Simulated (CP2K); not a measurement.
**Au in CP2K: the effect of functional**

The system is Au.

```
Au
1.0
     2.90000    0.00000    0.00000
    -1.45000    2.51147    0.00000
     0.00000    0.00000    4.88000
Au
2
Direct
  0.66667 0.33333 0.25000
  0.33333 0.66667 0.75000
```

This isn't the form of Au at room conditions, which is fcc.

Alike in all runs:

```yaml
Program: CP2K 2026.2
Task: atomic charges
Potentials_or_basis: POTENTIAL_UZH Au GTH-PBE-q11; TZVP-MOLOPT-PBE-GTH basis
Density_cutoff: 9524 eV
k_mesh: 11 × 11 × 6
Occupations: fermi-dirac, width 0.05 eV
Spin: no spin polarisation
```

**Question.** One run gave: pressure 7.0 GPa. Which functional did it use?
A. TASK
B. PBEsol
C. HLE16
D. PW91
E. LDA

**Answer.** D.

```tsv
functional	pressure (GPa)
LDA	-3.3
PBEsol	-0.9
vdW-DF-cx	1.5
HLE16	-16.8
PW91	7.0
TASK	-7.1
```

Caveats: the potentials were made for another functional, which shifts forces and pressure; the basis of atomic orbitals isn't converged, which shifts pressures, moduli and gaps; the potentials were made for a functional far from this one (some runs).

Runs at the PBE level aren't shown here.
